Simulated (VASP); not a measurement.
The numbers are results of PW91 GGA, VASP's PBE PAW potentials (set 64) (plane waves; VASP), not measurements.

A VASP calculation is set up with these files.

INCAR:
```
! general
SYSTEM = Li2O
PREC   = Accurate
ENCUT  = 520   ! plane-wave cut-off (eV)
LREAL  = .FALSE.   ! projection in real space or not
LASPH  = .TRUE.

! electronic loop
EDIFF  = 1E-6   ! SCF stop (eV)
NELM   = 100   ! most electronic steps
ALGO   = Normal

! smearing
ISMEAR = 0
SIGMA  = 0.05

! functional
GGA    = 91

! ions
IBRION = 2   ! conjugate gradients
NSW    = 60   ! most ionic steps
ISIF   = 3   ! ions, shape and volume
EDIFFG = -0.02

! output
LWAVE  = .FALSE.
LCHARG = .FALSE.
```

KPOINTS:
```
Automatic mesh
0
G
 8 8 8
```

File POSCAR:
```
Li2O
1.0
  0.0000000000   2.3100000000   2.3100000000
  2.3100000000   0.0000000000   2.3100000000
  2.3100000000   2.3100000000   0.0000000000
Li O
2 1
Direct
  0.2500000000   0.2500000000   0.2500000000
  0.7500000000   0.7500000000   0.7500000000
  0.0000000000   0.0000000000   0.0000000000
```

POTCAR, in this order: Li_sv O (PBE.64 set). Program: vasp_std.

The resulting files:

File OSZICAR:
```
       N       E                     dE             d eps       ncg     rms          rms(c)
DAV:   1     0.403635216347E+02    0.40364E+02   -0.63853E+03   580   0.130E+03
DAV:   2    -0.117074983679E+02   -0.52071E+02   -0.49080E+02   708   0.224E+02
DAV:   3    -0.162411204707E+02   -0.45336E+01   -0.45174E+01  1006   0.588E+01
DAV:   4    -0.163183383984E+02   -0.77218E-01   -0.77121E-01   766   0.781E+00
DAV:   5    -0.163187182994E+02   -0.37990E-03   -0.37988E-03   802   0.519E-01    0.766E+00
DAV:   6    -0.144943644542E+02    0.18244E+01   -0.10164E+01   584   0.202E+01    0.291E+00
DAV:   7    -0.144600221351E+02    0.34342E-01   -0.24520E-01   654   0.421E+00    0.148E+00
DAV:   8    -0.144571216639E+02    0.29005E-02   -0.65011E-02   598   0.313E+00    0.352E-01
DAV:   9    -0.144559928546E+02    0.11288E-02   -0.64306E-03   740   0.725E-01    0.103E-01
DAV:  10    -0.144564587171E+02   -0.46586E-03   -0.99590E-04   620   0.270E-01    0.370E-02
DAV:  11    -0.144564508503E+02    0.78668E-05   -0.34801E-05   786   0.754E-02    0.102E-02
DAV:  12    -0.144564516411E+02   -0.79080E-06   -0.43512E-06   714   0.202E-02
   1 F= -.14456452E+02 E0= -.14456452E+02  d E =-.144565E+02
```

**OUTCAR**
```
------------------------ aborting loop because EDIFF is reached ----------------------------------------
  FORCE on cell =-STRESS in cart. coord.  units (eV):
  Direction    XX          YY          ZZ          XY          YZ          ZX
  --------------------------------------------------------------------------------------
  Total        0.0456690      0.0456690      0.0456690      0.0000000      0.0000000     -0.0000000
  in kB        2.9680176      2.9680176      2.9680176      0.0000000      0.0000000     -0.0000000
  external PRESSURE =       2.9680176 kB  Pullay stress =       0.0000000 kB
  volume of cell :       24.65
      direct lattice vectors                 reciprocal lattice vectors
     0.000000000  2.310000000  2.310000000    -0.216450216  0.216450216  0.216450216
     2.310000000  0.000000000  2.310000000     0.216450216 -0.216450216  0.216450216
     2.310000000  2.310000000  0.000000000     0.216450216  0.216450216 -0.216450216
 POSITION                                       TOTAL-FORCE (eV/Angst)
 -----------------------------------------------------------------------------------
      1.15500      1.15500      1.15500        -0.000000     -0.000000     -0.000000
      3.46500      3.46500      3.46500         0.000000      0.000000      0.000000
      0.00000      0.00000      0.00000         0.000000      0.000000      0.000000
 -----------------------------------------------------------------------------------
    total drift:                               -0.000000      0.000000      0.000000
  FREE ENERGIE OF THE ION-ELECTRON SYSTEM (eV)
  ---------------------------------------------------
  free  energy   TOTEN  =       -14.4564516411 eV

  energy  without entropy=      -14.4564516411  energy(sigma->0) =      -14.45645164

 reached required accuracy - stopping structural energy minimisation
```
(Selected blocks of OUTCAR.)

The compound is Li2O in the antifluorite structure. The cell was not relaxed at this level. The start is the result of an earlier pass.
